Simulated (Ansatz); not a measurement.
MoS2, 3 atoms in the cell. It takes space group P-3m1 (No. 164, trigonal). Conventional cell: a = 3.227 Å, b = 3.227 Å, c = 6.312 Å, α = 90.00°, β = 90.00°, γ = 120.00°. Mo (site symmetry -3m) is surrounded by 6 S at 2.42 Å. S (site symmetry 3m) is surrounded by 3 Mo at 2.42 Å. Measurements of this composition are mostly on another form, of space group No. 194.

* Program: Ansatz 0.2.0
* Task: single point
* Functional: PBE
* Potentials or basis: all-electron LAPW, scalar-relativistic
* Cutoff: 258 eV (chosen from the basis error)
* Basis error allowed: 0.001 eV/atom
* k mesh: 9 × 9 × 4
* Occupations: fermi-dirac, width 0.05 eV
* Spin: no spin polarisation

Potentials or basis: all-electron LAPW, scalar-relativistic.

Command:

```sh
$ ansatz run input.yaml --threads 2 --pin off --max-ram 6144MiB --backend cpu --events-out ev --progress --plain --runs-dir out
```

Hardware: 2 threads of Intel(R) Xeon(R) Processor @ 2.50GHz (Skylake/Cascade Lake), on a shared host.

Question: How long does it take, and how much memory?

Answer: It took 19 s on 2 threads of Intel(R) Xeon(R) Processor @ 2.50GHz (Skylake/Cascade Lake) (shared host), peak memory 0.42 GiB. Counts: scf iterations 7, plane waves 527, k points 43, bands 35.
